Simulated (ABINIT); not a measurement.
An input for ABINIT 10.8.3 (BN (Qingsongite)):

```
acell 3*1.0 Angstrom
rprim 
  -0.000000000000 1.807500000000 1.807500000000
  1.807500000000 0.000000000000 1.807500000000
  1.807500000000 1.807500000000 -0.000000000000
ntypat 2
znucl 5 7
natom 2
typat 1 2
xred 
  0.000000000000 0.000000000000 0.000000000000
  0.250000000000 0.250000000000 0.250000000000
pp_dirpath "pseudos"
pseudos "B.upf, N.upf"
ecut 36
ngkpt 8 8 8
nshiftk 1
shiftk 0 0 0
kptopt 1
chksymbreak 0
istwfk *1
occopt 1
irdwfk 1
optdriver 3
nband 68
ecuteps 9
inclvkb 2
awtr 1
symchi 1
gwcalctyp 2
nfreqre 16
freqremax 40 eV
nfreqim 8
spmeth 1
nomegasf 120
indata_prefix "in"
outdata_prefix "out"
tmpdata_prefix "tmp"
```

```sh
OMP_NUM_THREADS=1 mpirun -n 8 abinit run.abi > log
```

Q: How long will it take on 8 MPI ranks of Arm Neoverse V2, shared host, and how much memory?

It took 36 s; on shared hardware allow 18 s to 72 s. Peak host memory was 1.1 GiB.

[Paths, hosts, dates, memory and timing lines, banners, echoed tables and standing remarks are left out of the program output.]

[Logs are printed without paths, hosts, clocks, repeated set-up lines and the standing remarks that a program may print on its own settings, such as how far it seeks lower states.]

[Runs of the session that timed out or met a known fault of the program may be left out.]

[Hosts, paths, dates, database ids (printed as entryN), source tags and the programs' standing remarks are cut or masked in the printed files.]

[G0W0 gaps are taken among the corrected bands and points alone; a level outside them can change the order at an edge.]

[Where Ansatz stands beside ABINIT at settings called matched, ABINIT's density can come from a denser mesh and the files from another edition; pairs whose starting gaps differed by over 0.03 eV were left out, so agreement reads better than it is.]
